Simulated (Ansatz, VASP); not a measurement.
**Two plane-wave programs on Al2Ru**

```xyz
3
Lattice="-1.5604 1.5604 4.2218 1.5604 -1.5604 4.2218 1.5604 1.5604 -4.2218" Properties=species:S:1:pos:R:3 pbc="T T T"
Ru    0.0000    0.0000    0.0000
Al    0.0000    0.0000    2.8776
Al    0.0000    0.0000    5.5660
```

The cell comes from a database or a generator and needn't be the stable form of this composition.

Alike in both runs: task single point; functional PBEsol; k mesh 12 × 12 × 12; occupations fermi-dirac, width 0.05 eV; no spin polarisation.

|  | VASP | Ansatz |
| --- | --- | --- |
| version | VASP 6.6.1 | Ansatz 0.2.0 |
| potentials or method | VASP PAW PBE potentials, release 64 (Ru_pv, Al) | Ansatz PAW |
| plane-wave cutoff (eV) | 520 | 420 |
| valence electrons in the cell | 20 | 22 |

VASP gave:

```
gap on the k mesh at the Fermi level (eV)       : none
pressure (GPa)                                  : -0.4
largest component of the traceless stress (GPa) : 0.44
rms of the force components (eV/Å)              : 0.022
```

Question: What did Ansatz give for the same quantities?

Answer: gap on the k mesh at the Fermi level (eV): none; pressure (GPa): -0.4; largest component of the traceless stress (GPa): 0.45; rms of the force components (eV/Å): 0.022.

Atom by atom the forces differ by 0.000 eV/Å (rms over components). A gap of «none» marks a metal or a gap that the smearing closes. The functional is the same, so the differences come from potentials, cutoffs and numerics. The two sets of potentials don't hold the same shells in valence.

Caveats: the PAW data sets were made with another functional, which shifts forces and pressure a little (VASP); the PAW data sets come from PBE, with cores solved anew for the run's functional, which leaves a small shift of forces and pressure (Ansatz).
